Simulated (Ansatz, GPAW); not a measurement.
This is a calculation of MnS for GPAW 26.7.0 (ASE script). 

Contents of run.py:

```python
from ase import Atoms
from ase.dft.bandgap import bandgap
from ase.io import write
from ase.units import GPa
from gpaw import GPAW, PW

atoms = Atoms(['Mn', 'S'],
              cell=[[0.0, 2.6045, 2.6045],
                    [2.6045, 0.0, 2.6045],
                    [2.6045, 2.6045, 0.0]],
              scaled_positions=[[0.0, 0.0, 0.0],
                                [0.5, 0.5, 0.5]],
              pbc=True)
atoms.set_initial_magnetic_moments([4.0, 0.0])

calc = GPAW(mode=PW(600),
            xc='PBE',
            kpts={'size': (9, 9, 9), 'gamma': True},
            occupations={'name': 'methfessel-paxton', 'order': 0, 'width': 0.03},
            nbands=21,
            convergence={'density': 1e-05, 'energy': 1e-05},
            maxiter=150,
            txt='gpaw.txt')
atoms.calc = calc
energy = atoms.get_potential_energy()
forces = atoms.get_forces()
stress = atoms.get_stress()
calc.write('gs.gpw')
write('result.traj', atoms)
print(f'Energy: {energy:.6f} eV')
print('Forces (eV/A):')
print(forces.round(4))
print('Stress (GPa):', (stress / GPa).round(3))
print('Moments:', calc.get_magnetic_moments().round(3))
print('Fermi level:', round(calc.get_fermi_level(), 4), 'eV')
print(f'Gap: {bandgap(calc)[0]:.4f} eV, direct: {bandgap(calc, direct=True)[0]:.4f} eV')
```

Potentials or basis: GPAW PAW data sets (gpaw-data 1.2.1), pw.

The run is started by

```sh
$ OMP_NUM_THREADS=1 python run.py
```

Task: Translate it to Ansatz 0.2.0. Potentials or basis there: all-electron LAPW, scalar-relativistic.

Result: As run (cutoffs and basis follow the program's own potentials, and thresholds, step limits or extra output files can differ):

Contents of input.yaml:

```yaml
crystal:
  lattice:
    - [0.0, 2.6045, 2.6045]
    - [2.6045, 0.0, 2.6045]
    - [2.6045, 2.6045, 0.0]
  atoms:
    - { symbol: Mn, position: [0.0, 0.0, 0.0], spin: 4.0 }
    - { symbol: S, position: [0.5, 0.5, 0.5] }
kpoints:
  mp_grid: { grid: [9, 9, 9] }
scf:
  occupations: { method: gaussian, width: 0.03 }
hamiltonian:
  xc: pbe
  pseudopotentials: { kind: all_electron, lapw: { basis_error: 0.001 } }
magnetization:
  spin_polarized: true
output:
  forces: true
  stress: true
  eigenvalues: true
```

Potentials or basis: all-electron LAPW, scalar-relativistic.

Command:

```bash
$ ansatz run input.yaml --threads 2 --pin off --max-ram 6144MiB --backend cpu --events-out ev --progress --plain --runs-dir out
```

Both were run:

|  | GPAW | Ansatz |
| --- | --- | --- |
| Pressure | -2.9 GPa | -2.8 GPa |
| Net moment | 4.70 μB per cell | 4.72 μB per cell |

Where Ansatz's input types no cutoff or centring, it takes its own default and a Γ-centred mesh.

The magnetic state is the one that the start led to; the real crystal's order can differ.

Pressure is positive in compression.
